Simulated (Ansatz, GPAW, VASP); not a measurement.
**GaSb: 4 runs at one level of theory**

```xyz
2
Lattice="0.0000 3.0590 3.0590 3.0590 0.0000 3.0590 3.0590 3.0590 0.0000" Properties=species:S:1:pos:R:3 pbc="T T T"
Sb    4.5885    4.5885    4.5885
Ga    0.0000    0.0000    0.0000
```

Alike in all runs: task single point; functional PBE; k mesh 8 × 8 × 8; occupations gaussian, width 0.022 eV; no spin polarisation; no spin-orbit coupling. Pressure is positive in compression and, in plane waves, holds the error of the finite cutoff, which Ansatz's Pulay term estimates and takes out.

```
                        program and potentials  plane-wave cutoff (eV)                                                                      notes  band gap (eV)  pressure (GPa)
                            Ansatz, Ansatz PAW                     420  14 valence electrons an atom on average; Pulay term of +0.04 GPa included           0.03            2.30
          VASP, PBE PAW files Ga_d, Sb, 520 eV                     520                                     9 valence electrons an atom on average           0.04            2.37
    GPAW, GPAW PAW data sets (gpaw-data 1.2.1)                     600                                     9 valence electrons an atom on average           0.09            2.31
Ansatz, all-electron LAPW, scalar-relativistic                       -                                                                          -           0.04            2.30
```

The band gap spans 0.03 (Ansatz, Ansatz PAW) to 0.09 eV (GPAW, GPAW PAW data sets (gpaw-data 1.2.1)), with all-electron results at 0.04. The pressure spans 2.30 (Ansatz, Ansatz PAW) to 2.37 GPa (VASP, PBE PAW files Ga_d, Sb, 520 eV), with all-electron results at 2.30. Spin-orbit coupling, left out here, moves the band edges of heavy atoms.

The functional is the same throughout but for its coding, so the spread measures potentials, basis and numerics; runs on potential files found faulty are left out.

All four runs put GaSb on the verge of losing its gap, whereas the real crystal is a semiconductor with a clear direct gap. The agreement with the all-electron result points to the semilocal functional, not the potentials, as the main cause: PBE lacks the derivative discontinuity and places the conduction edge too low relative to the Sb 5p valence edge. That conduction state at the zone centre is antibonding and rich in cation and anion s character, which makes it sensitive to bond length and to the description of the core region; the latter may account for GPAW's slightly larger gap.

The positive pressure shows that PBE favours a larger cell than this one, which is close to the experimental size, in line with its usual underbinding of such semiconductors. Relaxing the volume would lower the antibonding s state and probably close the remaining gap. The close agreement in pressure supports the potentials for the compression of this cell, but doesn't by itself establish equally good elastic constants.
